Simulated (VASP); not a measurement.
# WC (P1) in VASP: a series of runs

One crystal, WC, is run at these levels: PBE, RPBE; tasks: relaxation of cell and atoms, relaxation of the atoms.

Program: VASP 6.6.1. These are calculated values, not measurements. Logs are shortened: lines on timing, memory, paths and dates and some standing lists are left out, and cuts for length are marked.

**1. The cell of the first run**

The typed cell holds 4 atoms: a = 2.913 Å, b = 4.167 Å, c = 3.880 Å, α = 77.15°, β = 69.59°, γ = 69.86°.

**2. Relaxation of cell and atoms, PBE (cell sheared at random, sigma 0.03, atoms nudged by 0.01 Å)**

INCAR

```
SYSTEM = WC
  PREC = Accurate
  ENCUT = 600
  EDIFF = 1E-6
  ISMEAR = 0
  SIGMA = 0.05
  LREAL = .False.
  LASPH = .True.
  NELM = 80
  ALGO = Normal
  ISIF = 3
  LWAVE = .False.
  LCHARG = .False.
  GGA = PE
  IBRION = 2
  NSW = 40
  EDIFFG = -0.01
```

KPOINTS

```
Automatic mesh
0
Gamma
  10 7 7
  0 0 0
```

POSCAR

```
WC
1.0
    2.9127344600     -0.0241713200      0.0327249400
    1.4453819900     -2.6248618200     -2.8952879200
    1.4035160300      2.3939697300     -2.7117377200
W C
2 2
Direct
    0.0042953700      0.9964542100      0.0003899900
    0.4940752800      0.5027001000      0.5006272100
    0.7526965900      0.5832951800      0.9181716400
    0.2489327700      0.0842171800      0.4141445000
```

Potentials or basis: VASP PAW PBE potentials, release 64 (W_sv, C).

Launch:

```sh
> cat potpaw_PBE.64/W_sv/POTCAR potpaw_PBE.64/C/POTCAR > POTCAR
> mpirun -np 1 vasp_std > vasp.out
```

OUTCAR:

```text
SYSTEM = WC
   PREC = Accurate
   ENCUT = 600
   EDIFF = 1E-6
   ISMEAR = 0
   LREAL = .False.
   LASPH = .True.
   NELM = 80
   ISIF = 3
   GGA = PE
   IBRION = 2
   NSW = 40
   EDIFFG = -0.01

 ion  position               nearest neighbor table
   1  0.004  0.996  0.000-   4 2.11   4 2.12   4 2.19   3 2.21   3 2.23   3 2.28   2 2.80   2 2.84
                             2 2.86   2 2.91   2 2.92   2 2.93
   2  0.494  0.503  0.501-   3 2.11   3 2.14   3 2.17   4 2.22   4 2.26   4 2.26   1 2.80   1 2.84
                             1 2.86   1 2.91   1 2.92   1 2.93
   3  0.753  0.583  0.918-   2 2.11   2 2.14   2 2.17   1 2.21   1 2.23   1 2.28
   4  0.249  0.084  0.414-   1 2.11   1 2.12   1 2.19   2 2.22   2 2.26   2 2.26

  LATTYP: Found a triclinic cell.
 ALAT       =     2.9130185734
 B/A-ratio  =     1.4356590864
 C/A-ratio  =     1.3319547727
 COS(alpha) =     0.0212875344
 COS(beta)  =     0.3487236719
 COS(gamma) =     0.3535358942

  Lattice vectors:

 A1 = (  -2.9127344600,   0.0241713200,  -0.0327249400)
 A2 = (  -1.4673524700,  -2.6006905000,  -2.9280128600)
 A3 = (  -1.4035160300,  -2.3939697300,   2.7117377200)

Analysis of symmetry for initial positions (statically):
=====================================================================
 Subroutine PRICEL returns:
 Original cell was already a primitive cell.

 Routine SETGRP: Setting up the symmetry group for a
 triclinic supercell.

 Subroutine GETGRP returns: Found  1 space group operations
 (whereof  1 operations were pure point group operations)
 out of a pool of  2 trial point group operations.

The static configuration has the point symmetry C_1 .

Analysis of symmetry for dynamics (positions and initial velocities):
=====================================================================
 Subroutine PRICEL returns:
 Original cell was already a primitive cell.

 Routine SETGRP: Setting up the symmetry group for a
 triclinic supercell.

 Subroutine GETGRP returns: Found  1 space group operations
 (whereof  1 operations were pure point group operations)
 out of a pool of  2 trial point group operations.

The dynamic configuration has the point symmetry C_1 .

 Subroutine INISYM returns: Found  1 space group operations
 (whereof  1 operations are pure point group operations),
 and found     1 'primitive' translations

----------------------------------------------------------------------------------------

                                     Primitive cell

  volume of cell :      41.1588

  direct lattice vectors                    reciprocal lattice vectors
     2.912734460 -0.024171320  0.032724940     0.341340786 -0.003500739  0.173577480
     1.445381990 -2.624861820 -2.895287920     0.000310899 -0.193020856 -0.170241292
     1.403516030  2.393969730 -2.711737720     0.003787318  0.206043669 -0.184908049

  length of vectors
     2.913018573  4.166739830  3.880008992     0.382955518  0.257369860  0.276874202

  position of ions in fractional coordinates (direct lattice)
     0.004295370  0.996454210  0.000389990
     0.494075280  0.502700100  0.500627210
     0.752696590  0.583295180  0.918171640
     0.248932770  0.084217180  0.414144500

  ion indices of the primitive-cell ions
   primitive index   ion index
                 1           1
                 2           2
                 3           3
                 4           4

----------------------------------------------------------------------------------------

 KPOINTS: Automatic mesh

Automatic generation of k-mesh.
 Grid dimensions read from file:
 generate k-points for:   10    7    7

 Generating k-lattice:

  Cartesian coordinates                     Fractional coordinates (reciprocal lattice)
     0.034134079 -0.000350074  0.017357748     0.100000000 -0.000000000  0.000000000
     0.000044414 -0.027574408 -0.024320185     0.000000000  0.142857143  0.000000000
     0.000541045  0.029434810 -0.026415436     0.000000000 -0.000000000  0.142857143

  Length of vectors
     0.038295552  0.036767123  0.039553457

  Shift w.r.t. Gamma in fractional coordinates (k-lattice)
     0.000000000  0.000000000  0.000000000

 Subroutine IBZKPT returns following result:
 ===========================================

 Found    246 irreducible k-points:

 Following reciprocal coordinates:
            Coordinates               Weight
  0.000000  0.000000  0.000000      1.000000
  0.100000 -0.000000  0.000000      2.000000
  0.200000 -0.000000  0.000000      2.000000
  0.300000 -0.000000 -0.000000      2.000000
  0.400000 -0.000000 -0.000000      2.000000
  0.500000 -0.000000  0.000000      1.000000
[... 16 lines left out ...]
 -0.400000  0.285714  0.000000      2.000000
 -0.300000  0.285714  0.000000      2.000000
 [... further k-points ...]
   k-points           NKPTS =    246   k-points in BZ     NKDIM =    246   number of bands    NBANDS=     22
   number of dos      NEDOS =    301   number of ions     NIONS =      4
   total plane-waves  NPLWV =  27648
   dimension x,y,z NGX =    24 NGY =   36 NGZ =   32
   dimension x,y,z NGXF=    48 NGYF=   72 NGZF=   64
   ions per type =               2   2
   NGX,Y,Z   is equivalent  to a cutoff of  13.70, 14.36, 13.71 a.u.
   NGXF,Y,Z  is equivalent  to a cutoff of  27.39, 28.73, 27.42 a.u.
 SYSTEM =  WC
   PREC   = accura    normal or accurate (medium, high low for compatibility)
   ISTART =      0    job   : 0-new  1-cont  2-samecut
   ICHARG =      2    charge: 1-file 2-atom 10-const
   ISPIN  =      1    spin polarized calculation?
   LNONCOLLINEAR =      F non collinear calculations
   LSORBIT =      F    spin-orbit coupling
   LASPH  =      T    aspherical Exc in radial PAW
   ENCUT  =  600.0 eV  44.10 Ry    6.64 a.u.   5.82  8.32  7.75*2*pi/ulx,y,z
   NELM   =     80;   NELMIN=  2; NELMDL= -5     # of ELM steps
   EDIFF  = 0.1E-05   stopping-criterion for ELM
   LREAL  =      F    real-space projection
   EDIFFG = -.1E-01   stopping-criterion for IOM
   NSW    =     40    number of steps for IOM
   IBRION =      2    ionic relax: 0-MD 1-quasi-New 2-CG
   NFREE  =      1    steps in history (QN), initial steepest desc. (CG)
   ISIF   =      3    stress and relaxation
   ISYM   =      2    0-nonsym 1-usesym 2-fastsym
   POTIM  = 0.5000    time-step for ionic-motion
   TEBEG  =    0.0;   TEEND  =   0.0 temperature during run
   PSTRESS=    0.0 pullay stress
   NELECT =      36.0000    total number of electrons
   NUPDOWN=      -1.0000    fix difference up-down
   EMIN   =  10.00;   EMAX   =-10.00  energy-range for DOS
   EFERMI =   0.00;   METHOD = LEGACY
   ISMEAR =     0;   SIGMA  =   0.05  broadening in eV -4-tet -1-fermi 0-gaus
   EFERMI_NEDOS =   21; number of points for ismear=-14 and -15
   IALGO  =     38    algorithm
   IMIX   =      4    mixing-type and parameters
     AMIX     =   0.40;   BMIX     =  1.00
     AMIX_MAG =   1.60;   BMIX_MAG =  1.00
  volume/ion in A,a.u.               =      10.29        69.44
  Fermi-wavevector in a.u.,A,eV,Ry     =   1.565627  2.958605 33.350418  2.451187
  Thomas-Fermi vector in A             =   2.668075
   LORBIT       =      0    0 simple, 1 ext, 2 COOP (PROOUT), +10 PAW based schemes
   GGA     = PE    functional components
   LHFCALC =     F    Hartree Fock is set to
   AEXX    =    0.0000 exact exchange contribution
   IVDW    =     0    specifies the selected vdW correction
   LEPSILON=     F    determine dielectric tensor
   LRPA    =     F    only Hartree local field effects (RPA)
 conjugate gradient relaxation of ions
 non-spin polarized calculation
 Gauss-broadening in eV      SIGMA  =   0.05
  energy-cutoff  :      600.00
  volume of cell :       41.16
 maximum number of plane-waves:      1391
   NGX = 11   NGY = 17   NGZ = 15

--------------------------------------- Ionic step        1  -------------------------------------------

 number of electron      36.0000000 magnetization

 Free energy of the ion-electron system (eV)
  ---------------------------------------------------
  ext. energy  EPLUGINS =         0.00000000
  ---------------------------------------------------
  free energy    TOTEN  =       -44.59999404 eV

  energy without entropy =      -44.59934941  energy(sigma->0) =      -44.59967172

------------------------ aborting loop because EDIFF is reached ----------------------------------------

  FORCE on cell =-STRESS in cart. coord.  units (eV):
  Direction    XX          YY          ZZ          XY          YZ          ZX
  --------------------------------------------------------------------------------------
  -------------------------------------------------------------------------------------
  Total        2.2944822      3.3265920      4.0429050      1.3778541     -6.0216379     -1.9356120
  in kB       89.3167357    129.4934154    157.3771533     53.6353822   -234.4027924    -75.3470856
  external PRESSURE =     125.3957681 kB  Pullay stress =       0.0000000 kB
[... 23 lines left out ...]
  energy  without entropy=      -44.5993494077  energy(sigma->0) =      -44.59967172

--------------------------------------- Ionic step        2  -------------------------------------------

 number of electron      35.9999998 magnetization

 E-fermi :   9.6977     XC(G=0): -13.2468

 val. band max:        9.6928279405   @ k =   0.0000   0.2857   0.1429
 cond. band min:       9.7201040583   @ k =   0.0000   0.0000   0.0000
 fundamental gap:      0.0272761178
 Fermi energy:         9.6977045905

 k-point     1 :       0.0000    0.0000    0.0000
  band No.  band energies     occupation
      1     -64.5202      2.00000
      2     -64.4531      2.00000
      3     -28.9661      2.00000
      4     -28.8437      2.00000
      5     -28.5177      2.00000
      6     -28.4948      2.00000
[... 660 lines left out ...]
  FREE ENERGIE OF THE ION-ELECTRON SYSTEM (eV)
  ---------------------------------------------------
  free  energy   TOTEN  =       -44.8679516498 eV

  energy  without entropy=      -44.8675104063  energy(sigma->0) =      -44.86773103

[... ionic steps 4 to 10 ...]

--------------------------------------- Ionic step       11  -------------------------------------------

 number of electron      35.9999999 magnetization

------------------------ aborting loop because EDIFF is reached ----------------------------------------

  FORCE on cell =-STRESS in cart. coord.  units (eV):
  Direction    XX          YY          ZZ          XY          YZ          ZX
  --------------------------------------------------------------------------------------
  -------------------------------------------------------------------------------------
  Total       -0.0361879     -0.0322456     -0.0388788      0.0004158      0.0015650      0.0016012
  in kB       -1.3734387     -1.2238169     -1.4755653      0.0157822      0.0593971      0.0607711
  external PRESSURE =      -1.3576069 kB  Pullay stress =       0.0000000 kB
[... 61 lines left out ...]
  energy  without entropy=      -44.9042109838  energy(sigma->0) =      -44.90439202

--------------------------------------- Ionic step       13  -------------------------------------------

 number of electron      35.9999999 magnetization

 Free energy of the ion-electron system (eV)
  ---------------------------------------------------
  ext. energy  EPLUGINS =         0.00000000
  ---------------------------------------------------
  free energy    TOTEN  =       -44.90458142 eV

  energy without entropy =      -44.90421489  energy(sigma->0) =      -44.90439815

 E-fermi :  10.8015     XC(G=0): -13.7070

 val. band max:       10.7918705636   @ k =  -0.1000   0.2857   0.2857
 cond. band min:      10.8280639179   @ k =  -0.3000   0.2857   0.2857
 fundamental gap:      0.0361933542
 Fermi energy:        10.8015290199

 k-point     1 :       0.0000    0.0000    0.0000
  band No.  band energies     occupation
      1     -63.1953      2.00000
      2     -63.1050      2.00000
      3     -27.7354      2.00000
      4     -27.7199      2.00000
      5     -27.1822      2.00000
      6     -27.1719      2.00000
[... 622 lines left out ...]
  FREE ENERGIE OF THE ION-ELECTRON SYSTEM (eV)
  ---------------------------------------------------
  free  energy   TOTEN  =       -44.9045814173 eV

  energy  without entropy=      -44.9042148883  energy(sigma->0) =      -44.90439815

 reached required accuracy - stopping structural energy minimisation
```

It took 23 min on 1 thread of Intel Xeon Platinum 8259CL at 2.50GHz (Skylake/Cascade Lake), shared host; peak memory 0.38 GiB.

Results:

```
Free energy                            : -44.9046 eV
Relaxed volume                         : 10.55 Å³/atom
Relaxed cell                           : a = 2.922 Å, b = 4.083 Å, c = 4.084 Å, α = 76.75°, β = 69.04°, γ = 69.04°
Space group after relaxing (to 0.05 Å) : P-6m2 (No. 187)
Energy gained by relaxing              : 76.1 meV/atom
Ionic steps                            : 13
Pressure after relaxing                : 0.0 GPa
Largest force after relaxing           : 0.006 eV/Å
Band gap on the k mesh                 : none (metal or under the smearing width)
```

Forces in eV/Å, atoms in the order of the input:
```
W    0.000  0.002 -0.003
W   -0.002  0.000  0.003
C   -0.003 -0.005  0.000
C    0.004  0.003  0.000
```

The path:
| step | energy change (eV) | largest force (eV/Å) | pressure (GPa) | volume (Å³) |
| --- | --- | --- | --- | --- |
| 1 | 0.0000 | 0.6391 | 12.54 | 41.16 |
| 2 | 0.2075 | 0.4728 | -25.74 | 45.88 |
| 3 | -0.2680 | 0.2574 | -7.91 | 43.12 |
| 4 | -0.2686 | 0.2599 | -7.13 | 43.03 |
| 5 | -0.2221 | 0.2358 | 12.18 | 41.02 |
| 6 | -0.3031 | 0.1616 | -0.14 | 42.22 |
| 7 | -0.3031 | 0.1602 | -0.02 | 42.21 |
| 8 | -0.3045 | 0.0300 | 0.15 | 42.18 |
| 9 | -0.3045 | 0.0271 | 0.14 | 42.19 |
| 10 | -0.3046 | 0.0078 | -0.25 | 42.23 |
| 11 | -0.3046 | 0.0130 | -0.14 | 42.21 |
| 12 | -0.3046 | 0.0046 | 0.14 | 42.19 |
| 13 | -0.3046 | 0.0056 | 0.05 | 42.20 |

Final structure:
```xyz
4
Lattice="2.9218 0.0002 0.0001 1.4608 -2.5350 -2.8485 1.4610 2.5353 -2.8484" Properties=species:S:1:pos:R:3 pbc="T T T"
W     1.4611    2.5346   -2.8483
W     2.9219   -0.0004   -2.8486
C     4.3829    0.8464   -4.2727
C     1.4607    0.8457   -1.4242
```

The run has no spin-orbit coupling, so splittings on W are missing. Zero-point motion and thermal expansion aren't in these numbers.

**3. Relaxation of the atoms, RPBE (cell sheared at random, sigma 0.03, atoms nudged by 0.01 Å)**

INCAR

```
SYSTEM = WC
ALGO = Normal
EDIFF = 1E-6
EDIFFG = -0.01
ENCUT = 520
GGA = RP
IBRION = 2
ISIF = 2
ISMEAR = 0
LASPH = .TRUE.
LCHARG = .FALSE.
LREAL = .FALSE.
LWAVE = .FALSE.
NELM = 60
NSW = 40
PREC = Accurate
SIGMA = 0.05
```

KPOINTS

```
k-points
0
G
  10 7 7
  0 0 0
```

POSCAR is that of step 2.

Potentials or basis: VASP PAW PBE potentials, release 64 (W_sv, C).

Launch:

```sh
> cat potpaw_PBE.64/W_sv/POTCAR potpaw_PBE.64/C/POTCAR > POTCAR
> mpirun -np 1 vasp_std > vasp.out
```

It took 12 min on 1 thread of Intel Xeon Platinum 8259CL at 2.50GHz (Skylake/Cascade Lake), shared host; peak memory 0.31 GiB.

Results (log left out):

| Property | Result |
| --- | --- |
| Free energy | -42.4917 eV |
| Energy gained by relaxing | 3.6 meV/atom |
| Ionic steps | 9 |
| Pressure after relaxing | 16.8 GPa |
| Largest force after relaxing | 0.003 eV/Å |
| Band gap on the k mesh | none (metal or under the smearing width) |

Forces on the atoms (eV/Å):
```
W   -0.001 -0.001  0.001
W    0.000  0.001 -0.002
C    0.000 -0.001 -0.001
C    0.001  0.002  0.002
```

Stress tensor (GPa, compression positive):
```
 13.41   5.01  -7.39
  5.01  16.82 -23.17
 -7.39 -23.17  20.29
```

Step by step:
```
step  energy change (eV)  largest force (eV/Å)  pressure (GPa)
   1              0.0000                0.6430           17.01
   2             -0.0051                0.5762           16.93
   3             -0.0137                0.1072           16.85
   4             -0.0141                0.0569           16.84
   5             -0.0142                0.0338           16.84
   6             -0.0142                0.0227           16.84
   7             -0.0142                0.0162           16.84
   8             -0.0142                0.0113           16.84
   9             -0.0142                0.0033           16.84
```

Final structure:
```
CELL_PARAMETERS angstrom
2.91273 -0.02417 0.03272
1.44538 -2.62486 -2.89529
1.40352 2.39397 -2.71174
ATOMIC_POSITIONS crystal
W 0.99823 0.99861 0.00103
W 0.49823 0.49861 0.50101
C 0.75180 0.58469 0.91564
C 0.25174 0.08475 0.41565
```

Levels at points of the mesh, in eV from the Fermi level:
```
           k point  band 14  band 15  band 16  band 17  band 18  band 19  band 20  band 21  band 22
(0.00, 0.00, 0.00)    -4.36    -3.60    -3.37     0.12     0.43     2.88     3.02     4.35     5.31
(0.50, 0.00, 0.00)    -5.13    -3.67    -3.67    -1.25    -1.25     3.07     3.07     4.46     4.46
```

Caveat: the PAW data sets were made with another functional, which shifts forces and pressure a little. The run has no spin-orbit coupling, so splittings on W are missing.
